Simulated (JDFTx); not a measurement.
Wanted: the native input for a JDFTx 1.7.0 (patched build) run.

- Task: single point
- Functional: PBEsol
- Potentials or basis: PseudoDojo-SR-PBEsol-0.4.1-standard with smoothed tails
- Cutoff: 1116 eV
- Density cutoff: 8925 eV
- k mesh: 10 × 10 × 10
- Occupations: fermi-dirac, width 0.05 eV
- Spin: no spin polarisation
- Local potential set to -Z/r beyond: 6 bohr
- Bands: 9
- Density cutoff over wavefunction cutoff: 8
- Max SCF steps: 100
- SCF threshold on the energy: 1e-09 Ha
- Solver of the electrons: scf
- Further solve for the empty bands: yes

SiC (Moissanite 3C):

```xyz
2
Lattice="0.0000 2.1790 2.1790 2.1790 0.0000 2.1790 2.1790 2.1790 0.0000" Properties=species:S:1:pos:R:3 pbc="T T T"
Si    0.0000    0.0000    0.0000
C     3.2685    3.2685    3.2685
```

One way to write it, as run:

SiC.in

```
lattice \
    0.0000000000     4.1177132256     4.1177132256 \
    4.1177132256     0.0000000000     4.1177132256 \
    4.1177132256     4.1177132256     0.0000000000
coords-type Lattice
ion Si     0.0000000000     0.0000000000     0.0000000000 1
ion C      0.7500000000     0.7500000000     0.7500000000 1

ion-species pseudo/Si.upf
ion-species pseudo/C.upf
elec-cutoff 41 328
elec-ex-corr gga-PBEsol
kpoint-folding 10 10 10
elec-smearing Fermi 0.0018374661
elec-n-bands 9
electronic-SCF nIterations 100 energyDiffThreshold 1e-09
electronic-minimize nIterations 30 energyDiffThreshold 1e-7
converge-empty-states yes
forces-output-coords Cartesian

dump-name run.$VAR
dump End Ecomponents EigStats BandEigs Kpoints Forces Stress ElecDensity
```

Potentials or basis: PseudoDojo-SR-PBEsol-0.4.1-standard with smoothed tails.

Launch:

```sh
$ jdftx -c 1 -i SiC.in -o SiC.out
```

It gave:

| Property | Result |
| --- | --- |
| Pressure | -0.1 GPa |
| Band gap on the k mesh | 1.24 eV, indirect (least direct gap 4.46 eV) |
| Loewdin charges | Si +1.07; C -1.00 e |

Run time: 41 s on 1 thread of Arm Neoverse V1 (shared host), peak memory 0.1 GiB.
